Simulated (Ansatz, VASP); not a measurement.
## Two plane-wave programs on Lu

```
CELL_PARAMETERS angstrom
0.00000 2.33988 2.33988
2.33988 0.00000 2.33988
2.33988 2.33988 0.00000
ATOMIC_POSITIONS crystal
Lu 0.00000 0.00000 0.00000
```

Alike in both runs: task single point; functional LDA; k mesh 13 × 13 × 13; occupations fermi-dirac, width 0.1 eV; no spin polarisation.

|  | VASP | Ansatz |
| --- | --- | --- |
| version | VASP 6.6.1 | Ansatz 0.2.0 |
| potentials or method | VASP PAW PBE potentials, release 64 (Lu) | plane waves (420 eV) with PAW, scalar-relativistic |
| plane-wave cutoff (eV) | 520 | 420 |
| valence electrons in the cell | 25 | 25 |

VASP gave:

| Quantity | Value |
| --- | --- |
| pressure (GPa) | 0.2 |

Q: Which values does Ansatz return?

A: Pressure (GPa): 0.0.

Ansatz warned: «pseudo_functional_mismatch».

Caveats: the PAW data sets were made with another functional, which shifts forces and pressure a little (VASP). Spin-orbit coupling is left out, which matters for the levels of Lu.
